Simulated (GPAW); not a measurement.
WS2 (monolayer), S K edge of atom 8, with 3 W at 2.42 Å (pyramidal). Method: GPAW, PBE, excited-electron core hole (neutral cell), 21-atom cell with 8.4 Å between holes, 3×3×1 k points, dipole transitions, Gaussian full width 0.9 eV up to 4 eV, rising linearly to 3.5 eV at 25 eV, without spin-orbit coupling.

```xyz
21
Lattice="-6.3600 -5.5079 0.0000 1.5900 -8.2619 0.0000 0.0000 0.0000 12.7400" Properties=species:S:1:pos:R:3
W    -4.7700  -13.7698    6.3700
W    -1.5900   -2.7539    6.3700
W     0.0000   -5.5079    6.3700
W    -3.1800   -5.5079    6.3700
W    -1.5900   -8.2619    6.3700
W    -4.7700   -8.2619    6.3700
W    -3.1800  -11.0158    6.3700
S    -4.7700   -4.5899    7.9451
S     0.0000   -1.8360    7.9451
S    -4.7700  -10.0978    7.9451
S    -1.5900   -4.5899    7.9451
S     0.0000   -7.3439    7.9451
S    -3.1800   -7.3439    7.9451
S    -1.5900  -10.0978    7.9451
S    -4.7700   -4.5899    4.7949
S     0.0000   -1.8360    4.7949
S    -4.7700  -10.0978    4.7949
S    -1.5900   -4.5899    4.7949
S     0.0000   -7.3439    4.7949
S    -3.1800   -7.3439    4.7949
S    -1.5900  -10.0978    4.7949
```

Energy from the bottom of the conduction band, which holds the excited electron; a common scale on which the isotropic spectrum has a mean of 1 over the first 20 eV.

```
E (eV)  curve 1  curve 2
  -2.0     0.00     0.00
  -1.0     0.01     0.02
   0.0     1.03     2.92
   1.0     1.49     2.13
   2.0     1.35     1.08
   3.0     1.15     0.65
   4.0     0.72     0.20
   5.0     1.55     0.36
   6.0     1.02     0.53
   7.0     1.11     0.86
   8.0     0.77     0.97
   9.0     0.79     1.25
  10.0     1.01     1.48
  11.0     1.21     1.13
  12.0     1.02     0.84
  13.0     0.72     0.80
  14.0     0.60     0.73
  15.0     0.71     0.72
  16.0     0.90     0.74
  17.0     1.02     0.83
  18.0     1.01     0.99
  19.0     0.91     1.05
  20.0     0.79     1.01
  21.0     0.71     1.00
```

Question: The curves are for the electric vector along different Cartesian axes of the cell as given, for this one atom. Which is which?

Curve 1: along z, main maxima 0.5 eV (1.74), 1.6 eV (1.54) and 5.1 eV (1.55). Curve 2: along x (the other in-plane axis gives the same curve within 3 %), main maxima 0.4 eV (4.16), 2.4 eV (1.23) and 9.9 eV (1.49). A K edge sees empty p states; the first features are S p mixed into the empty d states of the W neighbours, and the broad ones above probably into the cations' higher empty bands. Each direction probes the empty orbitals that point along it. Some eV above the zero the states pass the vacuum level, and features normal to the sheet may then be states of the box. The mesh is coarse (0.29 Å⁻¹ between points), so small maxima may be mesh ripples.

[Banner, clock and machine lines of the logs are left out without a mark of their own.]

[Logs are printed without paths, hosts, clocks, repeated set-up lines and the standing remarks that a program may print on its own settings, such as how far it seeks lower states.]

[Hosts, paths, dates, database ids (printed as entryN), source tags and the programs' standing remarks are cut or masked in the printed files.]

[Lists of maxima count a maximum above −3 eV only where it reaches 4 % of the highest in the window and stands out from its surroundings by 2 % of it (1.5 % where it reaches 55 %); shoulders and weaker maxima are passed over, and of the rest the first, up to two pre-edge ones and the few strongest are named.]
